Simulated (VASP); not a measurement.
# Li (Im-3m) in VASP: single point with r2SCAN

Aim: the single point of Li with r2SCAN.

Everything below comes from runs of VASP 6.6.1. Logs are shortened: lines on timing, memory, paths and dates and some standing lists are left out, and cuts for length are marked.

## 1. The crystal as given

Symmetry: Im-3m, No. 229, cubic system. Conventional cell: a = 3.434 Å, b = 3.434 Å, c = 3.434 Å, α = 90.00°, β = 90.00°, γ = 90.00°. Around Li (site symmetry m-3m) lie 8 Li at 2.97 Å.

## 2. Single point, r2SCAN

Input file POSCAR:

```
Li
1.0
   -1.7170491696      1.7170491696      1.7170491696
    1.7170491696     -1.7170491696      1.7170491696
    1.7170491696      1.7170491696     -1.7170491696
Li
1
Direct
    0.0000000000      0.0000000000      0.0000000000
```

Input file INCAR.step1:

```
SYSTEM = Li
PREC = Accurate ; ENCUT = 520
ISMEAR = 0 ; SIGMA = 0.1
LREAL = .FALSE. ; LASPH = .TRUE.
NELM = 100 ; NBANDS = 8
GGA = PE ; ALGO = Normal
EDIFF = 1E-4 ; LWAVE = .TRUE.
LCHARG = .FALSE.
```

Input file INCAR.step2:

```
SYSTEM = Li
PREC = Accurate ; ENCUT = 520
EDIFF = 1E-6 ; ISMEAR = 0
SIGMA = 0.1 ; LREAL = .FALSE.
LASPH = .TRUE. ; NELM = 100
ALGO = Normal ; ISIF = 2
LWAVE = .FALSE. ; LCHARG = .FALSE.
METAGGA = R2SCAN ; LMIXTAU = .TRUE.
NBANDS = 8 ; ISTART = 1
```

Input file KPOINTS:

```
Automatic mesh
0
G
  18 18 18
  0 0 0
```

Potentials or basis: VASP PAW PBE potentials, release 64 (Li_sv).

On the command line:

```sh
> cat potpaw_PBE.64/Li_sv/POTCAR > POTCAR
> cp INCAR.step1 INCAR
> mpirun -np 1 vasp_std > vasp.out
> cp INCAR.step2 INCAR
> mpirun -np 1 vasp_std > vasp.out
```

OUTCAR:

```text
SYSTEM = Li
   PREC = Accurate
   ENCUT = 520
   EDIFF = 1E-6
   ISMEAR = 0
   LREAL = .FALSE.
   LASPH = .TRUE.
   NELM = 100
   ISIF = 2
   METAGGA = R2SCAN
   ISTART = 1

 ion  position               nearest neighbor table
   1  0.000  0.000  0.000-

  LATTYP: Found a body centered cubic cell.
 ALAT       =     3.4340983392

  Lattice vectors:

 A1 = (  -1.7170491696,   1.7170491696,   1.7170491696)
 A2 = (   1.7170491696,  -1.7170491696,   1.7170491696)
 A3 = (   1.7170491696,   1.7170491696,  -1.7170491696)

Analysis of symmetry for initial positions (statically):
=====================================================================
 Subroutine PRICEL returns:
 Original cell was already a primitive cell.

 Routine SETGRP: Setting up the symmetry group for a
 body centered cubic supercell.

 Subroutine GETGRP returns: Found 48 space group operations
 (whereof 48 operations were pure point group operations)
 out of a pool of 48 trial point group operations.

The static configuration has the point symmetry O_h .

Analysis of symmetry for dynamics (positions and initial velocities):
=====================================================================
 Subroutine PRICEL returns:
 Original cell was already a primitive cell.

 Routine SETGRP: Setting up the symmetry group for a
 body centered cubic supercell.

 Subroutine GETGRP returns: Found 48 space group operations
 (whereof 48 operations were pure point group operations)
 out of a pool of 48 trial point group operations.

The dynamic configuration has the point symmetry O_h .

 Subroutine INISYM returns: Found 48 space group operations
 (whereof 48 operations are pure point group operations),
 and found     1 'primitive' translations

----------------------------------------------------------------------------------------

                                     Primitive cell

  volume of cell :      20.2492

  direct lattice vectors                    reciprocal lattice vectors
    -1.717049170  1.717049170  1.717049170     0.000000000  0.291197252  0.291197252
     1.717049170 -1.717049170  1.717049170     0.291197252  0.000000000  0.291197252
     1.717049170  1.717049170 -1.717049170     0.291197252  0.291197252  0.000000000

  length of vectors
     2.974016401  2.974016401  2.974016401     0.411815103  0.411815103  0.411815103

  position of ions in fractional coordinates (direct lattice)
     0.000000000  0.000000000  0.000000000

  ion indices of the primitive-cell ions
   primitive index   ion index
                 1           1

----------------------------------------------------------------------------------------

 KPOINTS: Automatic mesh

Automatic generation of k-mesh.
 Grid dimensions read from file:
 generate k-points for:   18   18   18

 Generating k-lattice:

  Cartesian coordinates                     Fractional coordinates (reciprocal lattice)
     0.000000000  0.016177625  0.016177625     0.055555556  0.000000000  0.000000000
     0.016177625  0.000000000  0.016177625     0.000000000  0.055555556  0.000000000
     0.016177625  0.016177625  0.000000000     0.000000000  0.000000000  0.055555556

  Length of vectors
     0.022878617  0.022878617  0.022878617

  Shift w.r.t. Gamma in fractional coordinates (k-lattice)
     0.000000000  0.000000000  0.000000000

 Subroutine IBZKPT returns following result:
 ===========================================

 Found    195 irreducible k-points:

 Following reciprocal coordinates:
            Coordinates               Weight
  0.000000  0.000000  0.000000      1.000000
  0.055556  0.000000  0.000000     12.000000
  0.111111  0.000000  0.000000     12.000000
  0.166667  0.000000  0.000000     12.000000
  0.222222  0.000000  0.000000     12.000000
  0.277778  0.000000  0.000000     12.000000
[... 16 lines left out ...]
  0.333333  0.111111 -0.000000     48.000000
  0.388889  0.111111  0.000000     48.000000
 [... further k-points ...]
   k-points           NKPTS =    195   k-points in BZ     NKDIM =    195   number of bands    NBANDS=      8
   number of dos      NEDOS =    301   number of ions     NIONS =      1
   total plane-waves  NPLWV =  13824
   dimension x,y,z NGX =    24 NGY =   24 NGZ =   24
   dimension x,y,z NGXF=    48 NGYF=   48 NGZF=   48
   ions per type =               1
   NGX,Y,Z   is equivalent  to a cutoff of  13.42, 13.42, 13.42 a.u.
   NGXF,Y,Z  is equivalent  to a cutoff of  26.83, 26.83, 26.83 a.u.
 SYSTEM =  Li
   PREC   = accura    normal or accurate (medium, high low for compatibility)
   ISTART =      1    job   : 0-new  1-cont  2-samecut
   ICHARG =      0    charge: 1-file 2-atom 10-const
   ISPIN  =      1    spin polarized calculation?
   LNONCOLLINEAR =      F non collinear calculations
   LSORBIT =      F    spin-orbit coupling
   LASPH  =      T    aspherical Exc in radial PAW
   ENCUT  =  520.0 eV  38.22 Ry    6.18 a.u.   5.53  5.53  5.53*2*pi/ulx,y,z
   NELM   =    100;   NELMIN=  2; NELMDL=  0     # of ELM steps
   EDIFF  = 0.1E-05   stopping-criterion for ELM
   LREAL  =      F    real-space projection
   EDIFFG = 0.1E-04   stopping-criterion for IOM
   NSW    =      0    number of steps for IOM
   IBRION =     -1    ionic relax: 0-MD 1-quasi-New 2-CG
   NFREE  =      0    steps in history (QN), initial steepest desc. (CG)
   ISIF   =      2    stress and relaxation
   ISYM   =      2    0-nonsym 1-usesym 2-fastsym
   POTIM  = 0.5000    time-step for ionic-motion
   TEBEG  =    0.0;   TEEND  =   0.0 temperature during run
   PSTRESS=    0.0 pullay stress
   NELECT =       3.0000    total number of electrons
   NUPDOWN=      -1.0000    fix difference up-down
   EMIN   =  10.00;   EMAX   =-10.00  energy-range for DOS
   EFERMI =   0.00;   METHOD = LEGACY
   ISMEAR =     0;   SIGMA  =   0.10  broadening in eV -4-tet -1-fermi 0-gaus
   EFERMI_NEDOS =   21; number of points for ismear=-14 and -15
   IALGO  =     38    algorithm
   IMIX   =      4    mixing-type and parameters
     AMIX     =   0.40;   BMIX     =  1.00
     AMIX_MAG =   1.60;   BMIX_MAG =  1.00
  volume/ion in A,a.u.               =      20.25       136.65
  Fermi-wavevector in a.u.,A,eV,Ry     =   0.866255  1.636985 10.209786  0.750398
  Thomas-Fermi vector in A             =   1.984618
   LORBIT       =      0    0 simple, 1 ext, 2 COOP (PROOUT), +10 PAW based schemes
   METAGGA = R2SCAN    functional components
   LHFCALC =     F    Hartree Fock is set to
   AEXX    =    0.0000 exact exchange contribution
   IVDW    =     0    specifies the selected vdW correction
   LEPSILON=     F    determine dielectric tensor
   LRPA    =     F    only Hartree local field effects (RPA)
 non-spin polarized calculation
 Gauss-broadening in eV      SIGMA  =   0.10
  energy-cutoff  :      520.00
  volume of cell :       20.25
 maximum number of plane-waves:       563
 NGX is ok and might be reduce to    24
   NGX = 11   NGY = 11   NGZ = 11

 number of electron       3.0000000 magnetization

 Free energy of the ion-electron system (eV)
  ---------------------------------------------------
  ext. energy  EPLUGINS =         0.00000000
  ---------------------------------------------------
  free energy    TOTEN  =        -2.38110589 eV

  energy without entropy =       -2.37876064  energy(sigma->0) =       -2.37993327

 E-fermi :   0.6417     XC(G=0):  -7.4501

 val. band max:        0.6158285685   @ k =  -0.4444   0.4444   0.0556
 cond. band min:       0.6679831577   @ k =   0.3333   0.1667   0.0000
 fundamental gap:      0.0521545892
 Fermi energy:         0.6416845370

 k-point     1 :       0.0000    0.0000    0.0000
  band No.  band energies     occupation
      1     -47.4171      2.00000
      2      -3.2469      2.00000
      3      16.9478      0.00000
      4      16.9491      0.00000
      5      16.9491      0.00000
      6      21.1967      0.00000
      7      21.1968      0.00000
      8      21.1968      0.00000

 k-point     2 :       0.0556    0.0000    0.0000
  band No.  band energies     occupation
      1     -47.4165      2.00000
      2      -3.1831      2.00000
      3      16.4324      0.00000
      4      16.5590      0.00000
      5      16.8178      0.00000
      6      20.3128      0.00000
      7      20.3628      0.00000
      8      21.7201      0.00000

 k-point     3 :       0.1111    0.0000    0.0000
  band No.  band energies     occupation
      1     -47.4147      2.00000
      2      -2.9918      2.00000
      3      14.9645      0.00000
      4      15.7377      0.00000
      5      16.4431      0.00000
      6      19.1857      0.00000
      7      19.3535      0.00000
      8      21.3141      0.00000

 k-point     4 :       0.1667    0.0000    0.0000
  band No.  band energies     occupation
      1     -47.4120      2.00000
      2      -2.6731      2.00000
      3      13.0324      0.00000
      4      14.8556      0.00000
      5      15.9019      0.00000
      6      18.1166      0.00000
      7      18.9253      0.00000
      8      21.3131      0.00000

 k-point     5 :       0.2222    0.0000    0.0000
  band No.  band energies     occupation
      1     -47.4086      2.00000
      2      -2.2267      2.00000
      3      11.0409      0.00000
      4      14.0500      0.00000
      5      15.3086      0.00000
      6      17.2001      0.00000
      7      18.7641      0.00000
      8      21.6386      0.00000
[... 177 lines left out ...]
 k-point    22 :       0.2778    0.1111   -0.0000
  band No.  band energies     occupation
      1     -47.4007      2.00000
      2      -0.7732      2.00000
      3       7.4704      0.00000
      4      11.2978      0.00000
      5      13.2602      0.00000
      6      18.0876      0.00000
      7      19.2737      0.00000
      8      22.9190      0.00000

 k-point    23 :       0.3333    0.1111   -0.0000
  band No.  band energies     occupation
      1     -47.3981      2.00000
      2       0.0033      2.00000
      3       5.9387      0.00000
      4      10.9221      0.00000
      5      12.9023      0.00000
      6      17.7981      0.00000
      7      19.5114      0.00000
      8      23.6467      0.00000

 k-point    24 :       0.3889    0.1111    0.0000
  band No.  band energies     occupation
      1     -47.3964      2.00000
      2       0.7683      0.07339
      3       4.7170      0.00000
      4      10.6957      0.00000
      5      12.6847      0.00000
      6      17.6124      0.00000
      7      19.7134      0.00000
      8      24.4459      0.00000

 [... further k-points ...]

------------------------ aborting loop because EDIFF is reached ----------------------------------------

  FORCE on cell =-STRESS in cart. coord.  units (eV):
  Direction    XX          YY          ZZ          XY          YZ          ZX
  --------------------------------------------------------------------------------------
  -------------------------------------------------------------------------------------
  Total        0.0194142      0.0194142      0.0194142      0.0000000      0.0000000      0.0000000
  in kB        1.5361085      1.5361085      1.5361085      0.0000000      0.0000000      0.0000000
  external PRESSURE =       1.5361085 kB  Pullay stress =       0.0000000 kB

 VOLUME and BASIS-vectors are now :
 -----------------------------------------------------------------------------
  energy-cutoff  :      520.00
  volume of cell :       20.25
      direct lattice vectors                 reciprocal lattice vectors
    -1.717049170  1.717049170  1.717049170     0.000000000  0.291197252  0.291197252
     1.717049170 -1.717049170  1.717049170     0.291197252  0.000000000  0.291197252
     1.717049170  1.717049170 -1.717049170     0.291197252  0.291197252  0.000000000

 POSITION                                       TOTAL-FORCE (eV/Angst)
 -----------------------------------------------------------------------------------
      0.00000      0.00000      0.00000         0.000000      0.000000     -0.000000
 -----------------------------------------------------------------------------------
    total drift:                               -0.000000      0.000000      0.000000

  FREE ENERGIE OF THE ION-ELECTRON SYSTEM (eV)
  ---------------------------------------------------
  free  energy   TOTEN  =        -2.3811058887 eV

  energy  without entropy=       -2.3787606433  energy(sigma->0) =       -2.37993327
```

Run time: 1.8 min. Hardware: 1 thread of AMD EPYC 7R43 (Zen 3), shared host; peak memory 0.11 GiB.

What came out:

```
Free energy            : -2.3811 eV
Band gap on the k mesh : none (metal or under the smearing width)
```

Caveat: the cutoff is under 1.25 times the usual one of these potentials, so pressure, stress and relaxed cells hold a basis-set (Pulay) error; the PAW data sets were made with another functional, which shifts forces and pressure a little.
